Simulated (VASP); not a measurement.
# BAs (F-43m) in VASP: a series of runs

The runs below take BAs through band structure, with revTPSS, MS2.

Program: VASP 6.6.1. These are calculated values, not measurements. Logs are shortened: lines on timing, memory, paths and dates and some standing lists are left out, and cuts for length are marked.

**1. Starting point**

Symmetry: F-43m, No. 216, cubic system. The conventional cell has a = 4.777 Å, b = 4.777 Å, c = 4.777 Å, α = 90.00°, β = 90.00°, γ = 90.00°. As (site symmetry -43m) has 4 B at 2.07 Å as nearest neighbours. B (site symmetry -43m) is surrounded by 4 As at 2.07 Å.

**2. Band structure, revTPSS**

Contents of INCAR:

```
ALGO = Normal
EDIFF = 1E-6
ENCUT = 520
ISIF = 2
ISMEAR = -1
LASPH = T
LCHARG = F
LMIXTAU = T
LREAL = F
LWAVE = F
METAGGA = RTPSS
NBANDS = 11
NELM = 60
PREC = Accurate
SIGMA = 0.05
```

Contents of KPOINTS:

```
k-points
0
Gamma
  10 10 10
```

Contents of POSCAR:

```
BAs
1.0
    0.0000000000      2.3885000000      2.3885000000
    2.3885000000      0.0000000000      2.3885000000
    2.3885000000      2.3885000000      0.0000000000
As B
1 1
Direct
    0.7500000000      0.7500000000      0.7500000000
    0.0000000000      0.0000000000      0.0000000000
```

Contents of KPOINTS_OPT:

```
path GXWKGLUWLK,UX
10
line-mode
reciprocal
 0.0000000000  0.0000000000  0.0000000000  G
 0.5000000000  0.0000000000  0.5000000000  X

 0.5000000000  0.0000000000  0.5000000000  X
 0.5000000000  0.2500000000  0.7500000000  W

 0.5000000000  0.2500000000  0.7500000000  W
 0.3750000000  0.3750000000  0.7500000000  K

 0.3750000000  0.3750000000  0.7500000000  K
 0.0000000000  0.0000000000  0.0000000000  G

 0.0000000000  0.0000000000  0.0000000000  G
 0.5000000000  0.5000000000  0.5000000000  L

 0.5000000000  0.5000000000  0.5000000000  L
 0.6250000000  0.2500000000  0.6250000000  U

 0.6250000000  0.2500000000  0.6250000000  U
 0.5000000000  0.2500000000  0.7500000000  W

 0.5000000000  0.2500000000  0.7500000000  W
 0.5000000000  0.5000000000  0.5000000000  L

 0.5000000000  0.5000000000  0.5000000000  L
 0.3750000000  0.3750000000  0.7500000000  K

 0.6250000000  0.2500000000  0.6250000000  U
 0.5000000000  0.0000000000  0.5000000000  X
```

Potentials or basis: VASP PAW PBE potentials, release 64 (As, B).

Run with:

```
> cat potpaw_PBE.64/As/POTCAR potpaw_PBE.64/B/POTCAR > POTCAR
> mpirun -np 1 vasp_std > vasp.out
```

OUTCAR:

```text
EDIFF = 1E-6
   ENCUT = 520
   ISIF = 2
   ISMEAR = -1
   LASPH = T
   LREAL = F
   METAGGA = RTPSS
   NELM = 60
   PREC = Accurate

 ion  position               nearest neighbor table
   1  0.750  0.750  0.750-   2 2.07   2 2.07   2 2.07   2 2.07
   2  0.000  0.000  0.000-   1 2.07   1 2.07   1 2.07   1 2.07

  LATTYP: Found a face centered cubic cell.
 ALAT       =     4.7770000000

  Lattice vectors:

 A1 = (   0.0000000000,   2.3885000000,   2.3885000000)
 A2 = (   2.3885000000,   0.0000000000,   2.3885000000)
 A3 = (   2.3885000000,   2.3885000000,   0.0000000000)

Analysis of symmetry for initial positions (statically):
=====================================================================
 Subroutine PRICEL returns:
 Original cell was already a primitive cell.

 Routine SETGRP: Setting up the symmetry group for a
 face centered cubic supercell.

 Subroutine GETGRP returns: Found 24 space group operations
 (whereof 24 operations were pure point group operations)
 out of a pool of 48 trial point group operations.

The static configuration has the point symmetry T_d .

Analysis of symmetry for dynamics (positions and initial velocities):
=====================================================================
 Subroutine PRICEL returns:
 Original cell was already a primitive cell.

 Routine SETGRP: Setting up the symmetry group for a
 face centered cubic supercell.

 Subroutine GETGRP returns: Found 24 space group operations
 (whereof 24 operations were pure point group operations)
 out of a pool of 48 trial point group operations.

The dynamic configuration has the point symmetry T_d .

 Subroutine INISYM returns: Found 24 space group operations
 (whereof 24 operations are pure point group operations),
 and found     1 'primitive' translations

----------------------------------------------------------------------------------------

                                     Primitive cell

  volume of cell :      27.2525

  direct lattice vectors                    reciprocal lattice vectors
     0.000000000  2.388500000  2.388500000    -0.209336404  0.209336404  0.209336404
     2.388500000  0.000000000  2.388500000     0.209336404 -0.209336404  0.209336404
     2.388500000  2.388500000  0.000000000     0.209336404  0.209336404 -0.209336404

  length of vectors
     3.377849094  3.377849094  3.377849094     0.362581287  0.362581287  0.362581287

  position of ions in fractional coordinates (direct lattice)
     0.750000000  0.750000000  0.750000000
     0.000000000  0.000000000  0.000000000

  ion indices of the primitive-cell ions
   primitive index   ion index
                 1           1
                 2           2

----------------------------------------------------------------------------------------

 KPOINTS: k-points

Automatic generation of k-mesh.
 Grid dimensions read from file:
 generate k-points for:   10   10   10

 Generating k-lattice:

  Cartesian coordinates                     Fractional coordinates (reciprocal lattice)
    -0.020933640  0.020933640  0.020933640     0.100000000  0.000000000  0.000000000
     0.020933640 -0.020933640  0.020933640     0.000000000  0.100000000  0.000000000
     0.020933640  0.020933640 -0.020933640     0.000000000  0.000000000  0.100000000

  Length of vectors
     0.036258129  0.036258129  0.036258129

  Shift w.r.t. Gamma in fractional coordinates (k-lattice)
     0.000000000  0.000000000  0.000000000

 Subroutine IBZKPT returns following result:
 ===========================================

 Found     47 irreducible k-points:

 Following reciprocal coordinates:
            Coordinates               Weight
  0.000000  0.000000  0.000000      1.000000
  0.100000  0.000000  0.000000      8.000000
  0.200000  0.000000  0.000000      8.000000
  0.300000  0.000000  0.000000      8.000000
  0.400000  0.000000  0.000000      8.000000
  0.500000  0.000000  0.000000      4.000000
[... 39 lines left out ...]
 -0.300000  0.400000  0.200000     24.000000
 -0.300000  0.500000  0.200000     12.000000
   k-points           NKPTS =     47   k-points in BZ     NKDIM =     47   number of bands    NBANDS=     11
   number of dos      NEDOS =    301   number of ions     NIONS =      2
   total plane-waves  NPLWV =  21952
   dimension x,y,z NGX =    28 NGY =   28 NGZ =   28
   dimension x,y,z NGXF=    56 NGYF=   56 NGZF=   56
   ions per type =               1   1
   NGX,Y,Z   is equivalent  to a cutoff of  13.78, 13.78, 13.78 a.u.
   NGXF,Y,Z  is equivalent  to a cutoff of  27.56, 27.56, 27.56 a.u.
 SYSTEM =  unknown system
   PREC   = accura    normal or accurate (medium, high low for compatibility)
   ISTART =      0    job   : 0-new  1-cont  2-samecut
   ICHARG =      2    charge: 1-file 2-atom 10-const
   ISPIN  =      1    spin polarized calculation?
   LNONCOLLINEAR =      F non collinear calculations
   LSORBIT =      F    spin-orbit coupling
   LASPH  =      T    aspherical Exc in radial PAW
   ENCUT  =  520.0 eV  38.22 Ry    6.18 a.u.   6.28  6.28  6.28*2*pi/ulx,y,z
   NELM   =     60;   NELMIN=  2; NELMDL= -5     # of ELM steps
   EDIFF  = 0.1E-05   stopping-criterion for ELM
   LREAL  =      F    real-space projection
   EDIFFG = 0.1E-04   stopping-criterion for IOM
   NSW    =      0    number of steps for IOM
   IBRION =     -1    ionic relax: 0-MD 1-quasi-New 2-CG
   NFREE  =      0    steps in history (QN), initial steepest desc. (CG)
   ISIF   =      2    stress and relaxation
   ISYM   =      2    0-nonsym 1-usesym 2-fastsym
   POTIM  = 0.5000    time-step for ionic-motion
   TEBEG  =    0.0;   TEEND  =   0.0 temperature during run
   PSTRESS=    0.0 pullay stress
   NELECT =       8.0000    total number of electrons
   NUPDOWN=      -1.0000    fix difference up-down
   EMIN   =  10.00;   EMAX   =-10.00  energy-range for DOS
   EFERMI =   0.00;   METHOD = LEGACY
   ISMEAR =    -1;   SIGMA  =   0.05  broadening in eV -4-tet -1-fermi 0-gaus
   EFERMI_NEDOS =   21; number of points for ismear=-14 and -15
   IALGO  =     38    algorithm
   IMIX   =      4    mixing-type and parameters
     AMIX     =   0.40;   BMIX     =  1.00
     AMIX_MAG =   1.60;   BMIX_MAG =  1.00
  volume/ion in A,a.u.               =      13.63        91.95
  Fermi-wavevector in a.u.,A,eV,Ry     =   1.088018  2.056057 16.106360  1.183784
  Thomas-Fermi vector in A             =   2.224191
   LORBIT       =      0    0 simple, 1 ext, 2 COOP (PROOUT), +10 PAW based schemes
   METAGGA = RTPSS    functional components
   LHFCALC =     F    Hartree Fock is set to
   AEXX    =    0.0000 exact exchange contribution
   IVDW    =     0    specifies the selected vdW correction
   LEPSILON=     F    determine dielectric tensor
   LRPA    =     F    only Hartree local field effects (RPA)
 non-spin polarized calculation
  energy-cutoff  :      520.00
  volume of cell :       27.25
 maximum number of plane-waves:       754
 NGX is ok and might be reduce to    28
   NGX = 13   NGY = 13   NGZ = 13

 number of electron       8.0000000 magnetization

 Free energy of the ion-electron system (eV)
  ---------------------------------------------------
  ext. energy  EPLUGINS =         0.00000000
  ---------------------------------------------------
  free energy    TOTEN  =        -5.51871741 eV

  energy without entropy =       -5.51871718  energy(sigma->0) =       -5.51871729

 E-fermi :   6.6317     XC(G=0): -10.8913

 val. band max:        6.1141043174   @ k =   0.0000   0.0000   0.0000
 cond. band min:       7.1839296751   @ k =   0.4000   0.4000   0.0000
 fundamental gap:      1.0698253577
 Fermi energy:         6.6317352909

 k-point     1 :       0.0000    0.0000    0.0000
  band No.  band energies     occupation
      1      -9.5507      2.00000
      2       6.1141      1.99994
      3       6.1141      1.99994
      4       6.1141      1.99994
      5       9.4371      0.00000
      6       9.4371      0.00000
      7       9.4371      0.00000
      8      10.9216      0.00000
      9      15.4493      0.00000
     10      19.1950      0.00000
     11      19.1950      0.00000

 k-point     2 :       0.1000    0.0000    0.0000
  band No.  band energies     occupation
      1      -9.3830      2.00000
      2       4.6863      2.00000
      3       5.8057      2.00000
      4       5.8057      2.00000
      5       9.5917      0.00000
      6       9.8439      0.00000
      7       9.8439      0.00000
      8      11.7754      0.00000
      9      16.1422      0.00000
     10      18.0612      0.00000
     11      18.0612      0.00000

 k-point     3 :       0.2000    0.0000    0.0000
  band No.  band energies     occupation
      1      -8.8878      2.00000
      2       2.2685      2.00000
      3       5.2196      2.00000
      4       5.2196      2.00000
      5       9.3595      0.00000
      6      10.5739      0.00000
      7      10.5739      0.00000
      8      13.3761      0.00000
      9      17.1893      0.00000
     10      17.3207      0.00000
     11      17.3207      0.00000

 k-point     4 :       0.3000    0.0000    0.0000
  band No.  band energies     occupation
      1      -8.1008      2.00000
      2      -0.0745      2.00000
      3       4.7021      2.00000
      4       4.7021      2.00000
      5       9.0725      0.00000
      6      10.9711      0.00000
      7      10.9711      0.00000
      8      14.5844      0.00000
      9      17.3158      0.00000
     10      17.7865      0.00000
     11      17.7865      0.00000

 k-point     5 :       0.4000    0.0000    0.0000
  band No.  band energies     occupation
      1      -7.1539      2.00000
      2      -1.9980      2.00000
      3       4.3705      2.00000
      4       4.3705      2.00000
      5       8.8831      0.00000
      6      10.9824      0.00000
      7      10.9824      0.00000
      8      14.8836      0.00000
      9      18.1195      0.00000
     10      19.3539      0.00000
     11      19.3539      0.00000
[... 435 lines left out ...]
 k-point    37 :       0.5000    0.3000    0.1000
  band No.  band energies     occupation
      1      -6.5267      2.00000
      2      -1.1034      2.00000
      3       1.3594      2.00000
      4       2.6240      2.00000
      5       9.1533      0.00000
      6      11.2373      0.00000
      7      12.7318      0.00000
      8      15.2326      0.00000
      9      18.0124      0.00000
     10      20.6820      0.00000
     11      22.3195      0.00000

 k-point    38 :      -0.4000    0.3000    0.1000
  band No.  band energies     occupation
      1      -5.8035      2.00000
      2      -2.1287      2.00000
      3       0.8417      2.00000
      4       2.5379      2.00000
      5       9.4377      0.00000
      6      12.0633      0.00000
      7      13.3351      0.00000
      8      15.1921      0.00000
      9      16.7592      0.00000
     10      20.6396      0.00000
     11      22.3055      0.00000

 k-point    39 :      -0.3000    0.3000    0.1000
  band No.  band energies     occupation
      1      -6.0106      2.00000
      2      -1.8285      2.00000
      3       0.6016      2.00000
      4       2.8841      2.00000
      5       9.8559      0.00000
      6      11.7969      0.00000
      7      13.5695      0.00000
      8      15.3347      0.00000
      9      16.2186      0.00000
     10      19.1288      0.00000
     11      22.4016      0.00000

 k-point    40 :      -0.2000    0.3000    0.1000
  band No.  band energies     occupation
      1      -6.8620      2.00000
      2      -0.6920      2.00000
      3       0.9694      2.00000
      4       3.5100      2.00000
      5      10.3040      0.00000
      6      11.3406      0.00000
      7      12.3913      0.00000
      8      14.4302      0.00000
      9      17.1372      0.00000
     10      18.8997      0.00000
     11      22.0461      0.00000

 [... further k-points ...]
[... 5 lines left out ...]
  --------------------------------------------------------------------------------------
  -------------------------------------------------------------------------------------
  Total        0.1296046      0.1296046      0.1296046      0.0000000      0.0000000      0.0000000
  in kB        7.6194814      7.6194814      7.6194814      0.0000000      0.0000000      0.0000000
  external PRESSURE =       7.6194814 kB  Pullay stress =       0.0000000 kB

 VOLUME and BASIS-vectors are now :
 -----------------------------------------------------------------------------
  energy-cutoff  :      520.00
  volume of cell :       27.25
      direct lattice vectors                 reciprocal lattice vectors
     0.000000000  2.388500000  2.388500000    -0.209336404  0.209336404  0.209336404
     2.388500000  0.000000000  2.388500000     0.209336404 -0.209336404  0.209336404
     2.388500000  2.388500000  0.000000000     0.209336404  0.209336404 -0.209336404

 POSITION                                       TOTAL-FORCE (eV/Angst)
 -----------------------------------------------------------------------------------
      3.58275      3.58275      3.58275        -0.000000     -0.000000     -0.000000
      0.00000      0.00000      0.00000         0.000000      0.000000      0.000000
 -----------------------------------------------------------------------------------
    total drift:                               -0.000000     -0.000000     -0.000000

  FREE ENERGIE OF THE ION-ELECTRON SYSTEM (eV)
  ---------------------------------------------------
  free  energy   TOTEN  =        -5.5187174083 eV

  energy  without entropy=       -5.5187171777  energy(sigma->0) =       -5.51871729
```

Run time: 2.1 min. Hardware: 1 thread of Intel Xeon Platinum 8488C (Sapphire Rapids), shared host; peak memory 0.18 GiB.

What came out:

* Free energy: -5.5187 eV
* Pressure: 0.8 GPa
* Band gap on the k mesh: 1.07 eV, indirect (least direct gap 3.32 eV)
* Band gap along the path: 1.07 eV, indirect (least direct gap 3.32 eV)

Levels at the corners of the path, in eV from the valence-band top:
```
point  band 2  band 3  band 4  band 5  band 6  band 7
    Γ    0.00    0.00    0.00    3.32    3.32    3.32
    X   -8.74   -4.17   -4.17    1.29    1.35   11.62
    X   -8.74   -4.17   -4.17    1.29    1.35   11.62
    W   -8.26   -5.64   -5.34    5.21    6.12    6.69
    W   -8.26   -5.64   -5.34    5.21    6.12    6.69
    K   -8.34   -6.11   -3.56    1.94    5.56    9.39
    K   -8.34   -6.11   -3.56    1.94    5.56    9.39
    Γ    0.00    0.00    0.00    3.32    3.32    3.32
    Γ    0.00    0.00    0.00    3.32    3.32    3.32
    L   -9.00   -1.86   -1.86    2.71    4.82    4.82
    L   -9.00   -1.86   -1.86    2.71    4.82    4.82
    U   -8.34   -6.11   -3.56    1.94    5.56    9.39
    U   -8.34   -6.11   -3.56    1.94    5.56    9.39
    W   -8.26   -5.64   -5.34    5.21    6.12    6.69
    W   -8.26   -5.64   -5.34    5.21    6.12    6.69
    L   -9.00   -1.86   -1.86    2.71    4.82    4.82
    L   -9.00   -1.86   -1.86    2.71    4.82    4.82
    K   -8.34   -6.11   -3.56    1.94    5.56    9.39
    U   -8.34   -6.11   -3.56    1.94    5.56    9.39
    X   -8.74   -4.17   -4.17    1.29    1.35   11.62
```

Caveat: the PAW data sets were made with another functional, which shifts forces and pressure a little.

**3. Band structure, MS2**

Contents of INCAR:

```
SYSTEM = BAs
PREC     = Accurate       ! precision mode
ENCUT    = 520            ! plane-wave cutoff, eV
EDIFF    = 1E-6           ! SCF threshold, eV
ISMEAR   = -1             ! smearing method
SIGMA    = 0.05           ! smearing width, eV
LREAL    = .FALSE.        ! projectors in reciprocal space
LASPH    = .TRUE.         ! aspherical terms in the spheres
NELM     = 100            ! most SCF steps
ALGO     = Normal         ! electronic algorithm
ISIF     = 2              ! what is computed and relaxed
LWAVE    = .FALSE.        ! write WAVECAR
LCHARG   = .FALSE.        ! write CHGCAR
METAGGA  = MS2            ! meta-GGA
LMIXTAU  = .TRUE.       
NBANDS   = 11             ! bands
```

Contents of KPOINTS:

```
regular mesh
0
G
  10 10 10
  0 0 0
```

POSCAR is that of step 2.

KPOINTS_OPT is that of step 2.

Potentials or basis: VASP PAW PBE potentials, release 64 (As, B).

Run with:

```
> cat potpaw_PBE.64/As/POTCAR potpaw_PBE.64/B/POTCAR > POTCAR
> mpirun -np 1 vasp_std > vasp.out
```

It took 96 s on 1 thread of Intel Xeon Platinum 8488C (Sapphire Rapids), shared host; peak memory 0.17 GiB.

The run converged. Its results:

```yaml
Free_energy: -14.2093 eV
Pressure: -0.1 GPa
Band_gap_on_the_k_mesh: 1.54 eV, indirect (least direct gap 3.90 eV)
Band_gap_along_the_path: 1.54 eV, indirect (least direct gap 3.90 eV)
```

Levels at the corners of the path, in eV from the valence-band top:
| point | band 2 | band 3 | band 4 | band 5 | band 6 | band 7 |
| --- | --- | --- | --- | --- | --- | --- |
| Γ | 0.00 | 0.00 | 0.00 | 3.90 | 3.90 | 3.90 |
| X | -8.69 | -4.03 | -4.03 | 1.71 | 1.89 | 12.33 |
| X | -8.69 | -4.03 | -4.03 | 1.71 | 1.89 | 12.33 |
| W | -8.25 | -5.43 | -5.13 | 5.57 | 6.80 | 7.08 |
| W | -8.25 | -5.43 | -5.13 | 5.57 | 6.80 | 7.08 |
| K | -8.31 | -5.89 | -3.43 | 2.43 | 6.04 | 10.04 |
| K | -8.31 | -5.89 | -3.43 | 2.43 | 6.04 | 10.04 |
| Γ | 0.00 | 0.00 | 0.00 | 3.90 | 3.90 | 3.90 |
| Γ | 0.00 | 0.00 | 0.00 | 3.90 | 3.90 | 3.90 |
| L | -8.86 | -1.78 | -1.78 | 3.23 | 5.36 | 5.36 |
| L | -8.86 | -1.78 | -1.78 | 3.23 | 5.36 | 5.36 |
| U | -8.31 | -5.89 | -3.43 | 2.43 | 6.04 | 10.04 |
| U | -8.31 | -5.89 | -3.43 | 2.43 | 6.04 | 10.04 |
| W | -8.25 | -5.43 | -5.13 | 5.57 | 6.80 | 7.08 |
| W | -8.25 | -5.43 | -5.13 | 5.57 | 6.80 | 7.08 |
| L | -8.86 | -1.78 | -1.78 | 3.23 | 5.36 | 5.36 |
| L | -8.86 | -1.78 | -1.78 | 3.23 | 5.36 | 5.36 |
| K | -8.31 | -5.89 | -3.43 | 2.43 | 6.04 | 10.04 |
| U | -8.31 | -5.89 | -3.43 | 2.43 | 6.04 | 10.04 |
| X | -8.69 | -4.03 | -4.03 | 1.71 | 1.89 | 12.33 |

Caveat: the PAW data sets were made with another functional, which shifts forces and pressure a little.

**4. The reference run**

An earlier run on the cell as given: functional PBE; potentials or basis VASP PAW PBE potentials, release 64 (As, B); cutoff 520 eV; k mesh 10 × 10 × 10; occupations fermi-dirac, width 0.05 eV; no spin polarisation.

* Pressure: 3.4 GPa
* Band gap on the k mesh: 1.18 eV, indirect (least direct gap 3.28 eV)

**5. The runs side by side**

| task | level | gap on the mesh (eV) | pressure (GPa) |
| --- | --- | --- | --- |
| band structure | revTPSS | 1.07 | 0.8 |
| band structure | MS2 | 1.54 | -0.1 |
| single point | PBE | 1.18 | 3.4 |

Alike in all rows: potentials or basis VASP PAW PBE potentials, release 64 (As, B); no spin polarisation; cell as given; k mesh 10 × 10 × 10; cutoff (eV) 520; smearing fermi-dirac 0.05 eV.

On the cell as given the gap runs from 1.07 eV (revTPSS) to 1.54 eV (MS2). The pressure there spans -0.1 GPa (MS2) to 3.4 GPa (PBE); a positive pressure means that this level wants a larger cell, a negative one a smaller.

Caveats: the PAW data sets were made with another functional, which shifts forces and pressure a little (some runs).

Total energies depend on the potentials used, so only differences within one code and one set of settings carry meaning.
